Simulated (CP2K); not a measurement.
Runs of CP2K 2026.2 on BN. It takes space group P6_3/mmc (No. 194, hexagonal). Conventional cell: a = 2.498 Å, b = 2.498 Å, c = 6.636 Å, α = 90.00°, β = 90.00°, γ = 120.00°. N (site symmetry -6m2) has 3 B at 1.44 Å as nearest neighbours. Around B (site symmetry -6m2) lie 3 N at 1.44 Å. 

```csv
task,level,potentials or basis,cell,k mesh,smearing,EPS_DEFAULT,k points reduced by the point group,NGRIDS,CUTOFF of the grids,points a segment of the path (NPOINTS),gap on the mesh (eV),pressure (GPa)
band structure,r2SCAN,"POTENTIAL_UZH N GTH-SCAN-q5, B GTH-SCAN-q3; TZVP-MOLOPT-SCAN-GTH basis",as given,12 × 12 × 4,fermi-dirac 0.01 eV,1.0E-10,yes,5,675 Ry,10,4.88,0.7
relaxation of cell and atoms,PBEsol,"POTENTIAL_UZH N GTH-PBE-q5, B GTH-PBE-q3; TZVP-MOLOPT-PBE-GTH basis",relaxed,9 × 9 × 3,fermi-dirac 0.1 eV,1.0E-9,-,5,450 Ry,-,4.35,0.0
single point,PBEsol,"POTENTIAL_UZH N GTH-PBE-q5, B GTH-PBE-q3; TZVP-MOLOPT-PBE-GTH basis",as given,12 × 12 × 4,fermi-dirac 0.05 eV,1.0E-10,yes,5,450 Ry,-,4.17,(a)
band structure,TB-mBJ,"POTENTIAL_UZH N GTH-PBE-q5, B GTH-PBE-q3; TZVP-MOLOPT-PBE-GTH basis",as given,12 × 12 × 4,fermi-dirac 0.1 eV,1.0E-9,yes,4,675 Ry,8,(b),-
```

Alike in all rows: no spin polarisation.

Q: Estimate the missing entries.

A: (a) 4.2; (b) 5.02.

Caveats: the basis of atomic orbitals isn't converged, which shifts pressures, moduli and gaps; the potentials were made for another functional, which shifts forces and pressure (some runs); this functional lacks dispersion, which binds the layers, so the pressure and a relaxed spacing across them are unreliable (some runs); the printed path begins after the first move (some runs); more than 0.5 GPa of stress was left at the end, so the final cell isn't listed (some runs); an odd mesh through Γ misses points on the zone boundary, where band edges often lie (some runs); this is a model potential without an energy functional, so only levels have meaning (some runs).

Not every run made on this cell is shown here.
